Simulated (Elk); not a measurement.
An Elk run on Re with settings drawn from a wide range, so not all are converged; totals and levels move with the basis, and no second program has checked them. All numbers below come from DFT, AM05, all-electron APW+lo, Dirac cores, scalar-relativistic bands with second-variational spin-orbit coupling in Elk 11.2.3 with local patches. Elk's input is in atomic units.

Command: `OMP_NUM_THREADS=1 elk`

```
tasks
  0
  110
  115
  21

xctype
  30

rgkmax
  6

gmaxvr
  12

lmaxapw
  7

lmaxo
  7

lmaxi
  2

nrmtscf
  1.5

nempty
  6

epspot
  1e-07

epsengy
  0.0001

maxscl
  100

swidth
  0.001

stype
  1

lradstp
  4

mixtype
  1

hmaxvr
  4

tforce
  .true.

lorbcnd
  .true.

spinorb
  .true.

sppath
  './'

avec
  0.00000000000 3.75692643299 3.75692643299
  3.75692643299 0.00000000000 3.75692643299
  3.75692643299 3.75692643299 0.00000000000

atoms
  1
  'Re.in'
  1
  0.000000000000 0.000000000000 0.000000000000   0.000 0.000 0.000

ngridk
  7 7 7

plot1d
  8 30
  0.0000000000 0.0000000000 0.0000000000
  0.5000000000 0.0000000000 0.5000000000
  0.6250000000 0.2500000000 0.6250000000
  0.3750000000 0.3750000000 0.7500000000
  0.0000000000 0.0000000000 0.0000000000
  0.5000000000 0.5000000000 0.5000000000
  0.5000000000 0.2500000000 0.7500000000
  0.5000000000 0.0000000000 0.5000000000
```

Muffin-tin radii in the species files: Re 2.43 bohr.

The geometry is COD entry 1534939, unchecked; take it as a test cell. The listed cell was then made from it by scaling, straining or moving an atom.

Q: What does the run give?

A: It refused before any iteration.
```
Error(init0): requested spin-polarised run with spin-unpolarised
 exchange-correlation functional
```
